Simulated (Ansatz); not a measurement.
Runs of Ansatz 0.2.0 on Ge. Symmetry: Fd-3m, No. 227, cubic system. Conventional cell: a = 5.658 Å, b = 5.658 Å, c = 5.658 Å, α = 90.00°, β = 90.00°, γ = 90.00°. Ge (site symmetry -43m) is surrounded by 4 Ge at 2.45 Å. 

```tsv
task	level	spin	cell	points for each segment of the path	gap on the mesh (eV)	pressure (GPa)	relaxed volume (Å³/atom)
band structure	PBEsol	SOC, no magnetisation	as given	14	none	0.7	-
relaxation of cell and atoms	PBE	off	relaxed	-	none	0.0	(b)
relaxation of cell and atoms	revPBE	off	relaxed	-	none	0.0	24.40
relaxation of cell and atoms	RPBE	off	relaxed	-	none	0.0	(a)
relaxation of cell and atoms	BLYP	off	relaxed	-	none	0.0	25.45
```

Alike in all rows: potentials or basis Ansatz PAW; k mesh 8 × 8 × 8; cutoff (eV) 420; smearing fermi-dirac 0.05 eV.

**Question.** Estimate the missing entries.

**Answer.** (a) 24.59; (b) 23.91.

Caveats: the PAW data sets come from PBE, with cores solved anew for the run's functional, which leaves a small shift of forces and pressure (some runs); the plane-wave basis is chosen anew once the cell has moved, so the energies of steps on either side of that aren't comparable (some runs).

A k mesh can miss the band edges, and rows without SOC leave out spin-orbit coupling on Ge.

A gap of «none» marks a metal or a gap under the smearing width.
